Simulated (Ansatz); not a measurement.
# WSe2: response to strain

Aim: deform WSe2 (equal xx and yy strain of +1 %) and compute stress, forces and field gradients with LAPW, PAW and all-electron datasets made for the crystal.

Method: DFT PBEsol, scalar-relativistic, in Ansatz 0.2.0.

## (1) The system as given

It takes space group P6_3/mmc (No. 194, hexagonal). The conventional cell has a = 3.290 Å, b = 3.290 Å, c = 12.970 Å, α = 90.00°, β = 90.00°, γ = 120.00°. W (site symmetry -6m2) is surrounded by 6 Se at 2.53 Å. Se (site symmetry 3m) is surrounded by 3 W at 2.53 Å.

As a file:

```
CELL_PARAMETERS angstrom
3.29000 0.00000 0.00000
-1.64500 2.84922 0.00000
0.00000 0.00000 12.97000
ATOMIC_POSITIONS crystal
W 0.33333 0.66667 0.25000
W 0.66667 0.33333 0.75000
Se 0.33333 0.66667 0.62100
Se 0.66667 0.33333 0.12100
Se 0.33333 0.66667 0.87900
Se 0.66667 0.33333 0.37900
```

Atoms are numbered in the order of the input: W1, W2, Se3, Se4, Se5, Se6.

## (2) After the deformation

Space group P6_3/mmc before, P6_3/mmc after.

## (3) All-electron LAPW

The input, input.yaml:

```yaml
crystal:
  lattice:
    - [3.322898435, 0.0, 0.0]
    - [-1.6614492174, 2.8777144589, 0.0]
    - [0.0, 0.0, 12.97]
  atoms:
    - { symbol: W, position: [0.3333333333, 0.6666666667, 0.25] }
    - { symbol: W, position: [0.6666666667, 0.3333333333, 0.75] }
    - { symbol: Se, position: [0.3333333333, 0.6666666667, 0.621] }
    - { symbol: Se, position: [0.6666666667, 0.3333333333, 0.121] }
    - { symbol: Se, position: [0.3333333333, 0.6666666667, 0.879] }
    - { symbol: Se, position: [0.6666666667, 0.3333333333, 0.379] }
kpoints:
  mp_grid: { grid: [11, 11, 3] }
  band_path:
    path:
      - [0.0, 0.0, 0.0]
      - [0.5, 0.0, 0.0]
      - [0.3333333333, 0.3333333333, 0.0]
      - [0.0, 0.0, 0.0]
      - [0.0, 0.0, 0.5]
      - [0.5, 0.0, 0.5]
      - [0.3333333333, 0.3333333333, 0.5]
      - [0.0, 0.0, 0.5]
      - [0.5, 0.0, 0.5]
    npoints: 5
scf:
  occupations: { method: fermi_dirac, width: 0.08 }
hamiltonian:
  xc: pbesol
  pseudopotentials: { kind: all_electron, lapw: { basis_error: 0.0005 } }
output:
  forces: true
  stress: true
  eigenvalues: true
```

Command:

```sh
$ ansatz run input.yaml --threads 2 --pin off --max-ram 8192MiB --backend cpu --events-out ev --progress --plain --runs-dir out
```

## (4) PAW on the default files

input.yaml: that of step 3 with these lines changed.

```diff
@@ -14,14 +14,2 @@
   mp_grid: { grid: [11, 11, 3] }
-  band_path:
-    path:
-      - [0.0, 0.0, 0.0]
-      - [0.5, 0.0, 0.0]
-      - [0.3333333333, 0.3333333333, 0.0]
-      - [0.0, 0.0, 0.0]
-      - [0.0, 0.0, 0.5]
-      - [0.5, 0.0, 0.5]
-      - [0.3333333333, 0.3333333333, 0.5]
-      - [0.0, 0.0, 0.5]
-      - [0.5, 0.0, 0.5]
-    npoints: 5
 scf:
@@ -30,3 +18,3 @@
   xc: pbesol
-  pseudopotentials: { kind: all_electron, lapw: { basis_error: 0.0005 } }
+  pseudopotentials: { kind: paw }
 output:
@@ -35 +23,2 @@
   eigenvalues: true
+  efg: { contact_densities: true }
```

## (5) All-electron PAW on datasets made for the crystal

input.yaml: that of step 4 with these lines changed.

```diff
@@ -18,3 +18,3 @@
   xc: pbesol
-  pseudopotentials: { kind: paw }
+  pseudopotentials: { kind: all_electron, datasets: crystal }
 output:
```

(Steps that only read results are left out.)

What does the calculation give? Wanted: pressure; largest shear or deviatoric stress.

The runs gave:

```
                                 quantity                                              value
                                 pressure  LAPW -3.68, PAW -3.72, crystal datasets -3.68 GPa
largest shear or deviatoric stress (LAPW)                                           1.36 GPa
```

In words: The largest part of the stress beyond the pressure is 1.36 GPa in size, in the zz component; the atoms are carried along and not relaxed. No run of the undeformed cell stands beside it, so the pressure holds what the given cell had before the change. PAW: stress within 0.05 GPa of LAPW, forces within 4 meV/Å. Crystal datasets: stress within 0.01 GPa of LAPW, forces within 1 meV/Å. Spin-orbit coupling is left out, though the cell holds W; in elements this heavy it can shift bands and gaps by tenths of an eV.
